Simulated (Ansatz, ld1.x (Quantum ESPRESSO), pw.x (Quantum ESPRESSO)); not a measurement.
What a changed setting does to a pw.x run (diamond P)

Potential: norm-conserving Troullier–Martins (Kleinman–Bylander form), ld1.x (Quantum ESPRESSO) 7.5, PBE; core [Ne], reference 3s2 3p3; waves: 3s (bound): rc 1.25 bohr; 3p (bound): rc 2.05 bohr; 3d channel at -0.15 Ry: rc 1.60 bohr; local part: all-electron potential smoothed inside 1.75 bohr (lloc = -1); core correction: none.

The reference run (k-mesh 8³, cutoffs 120/480 Ry, Fermi–Dirac 0.01 Ry, mixing_beta 0.4, conv_thr 1e-9, no spin) gives -0.45 GPa at 20.949 Å³/atom, where all-electron LAPW gives -0.21 GPa. This run, with its own iteration cap, changes k-mesh shift to 1.

```
&control
  calculation='scf', prefix='x', pseudo_dir='./', outdir='./tmp', tstress=.true., disk_io='none'
/
&system
  ibrav=0, nat=2, ntyp=1, ecutwfc=120, ecutrho=480, nbnd=12,
  occupations='smearing', smearing='fd', degauss=0.01
/
&electrons
  conv_thr=1e-09, mixing_beta=0.4, electron_maxstep=60
/
ATOMIC_SPECIES
P 1.0 P.UPF
CELL_PARAMETERS angstrom
  0.00000000 2.75668895 2.75668895
  2.75668895 0.00000000 2.75668895
  2.75668895 2.75668895 0.00000000
ATOMIC_POSITIONS crystal
P 0.0000 0.0000 0.0000
P 0.2500 0.2500 0.2500
K_POINTS automatic
8 8 8 1 1 1
```

```bash
pw.x < P.scf.in > P.scf.out
```

Question: How does the run end?

Answer: It converges in 6 iterations; the free energy moves by -17.2 meV/atom and the pressure by -0.36 GPa.

```
Message from routine setup:
     using ibrav=0 with symmetry is DISCOURAGED, use correct ibrav instead
     lattice parameter (alat)  =       7.3672  a.u.
     unit-cell volume          =     282.7417 (a.u.)^3
     number of electrons       =        10.00
     number of Kohn-Sham states=           12
     kinetic-energy cutoff     =     120.0000  Ry
     charge density cutoff     =     480.0000  Ry
     scf convergence threshold =      1.0E-09
     Exchange-correlation= PBE
     number of k points=    60  Fermi-Dirac smearing, width (Ry)=  0.0100
     iteration #  1     ecut=   120.00 Ry     beta= 0.40
     total energy              =     -26.32252695 Ry
     estimated scf accuracy    <       0.01622297 Ry
     iteration #  2     ecut=   120.00 Ry     beta= 0.40
     total energy              =     -26.32165096 Ry
     estimated scf accuracy    <       0.00470179 Ry
     iteration #  3     ecut=   120.00 Ry     beta= 0.40
     total energy              =     -26.32183068 Ry
     estimated scf accuracy    <       0.00008788 Ry
     iteration #  4     ecut=   120.00 Ry     beta= 0.40
     total energy              =     -26.32184067 Ry
     estimated scf accuracy    <       0.00000034 Ry
     iteration #  5     ecut=   120.00 Ry     beta= 0.40
     total energy              =     -26.32184107 Ry
     estimated scf accuracy    <       0.00000006 Ry
     iteration #  6     ecut=   120.00 Ry     beta= 0.40
     the Fermi energy is     6.6781 ev
!    total energy              =     -26.32184107 Ry
     estimated scf accuracy    <          9.9E-11 Ry
     smearing contrib. (-TS)   =      -0.00552533 Ry
     The total energy is F=E-TS. E is the sum of the following terms:
     one-electron contribution =       3.58382024 Ry
     hartree contribution      =       2.53734144 Ry
     xc contribution           =      -6.58607727 Ry
     ewald contribution        =     -25.85140014 Ry
     convergence has been achieved in   6 iterations
          total   stress  (Ry/bohr**3)                   (kbar)     P=       -8.12
     Message from routine punch:
     Nothing written, as per user request (disk_io='none')
```

The run took about 61 s on one core of a shared server CPU.
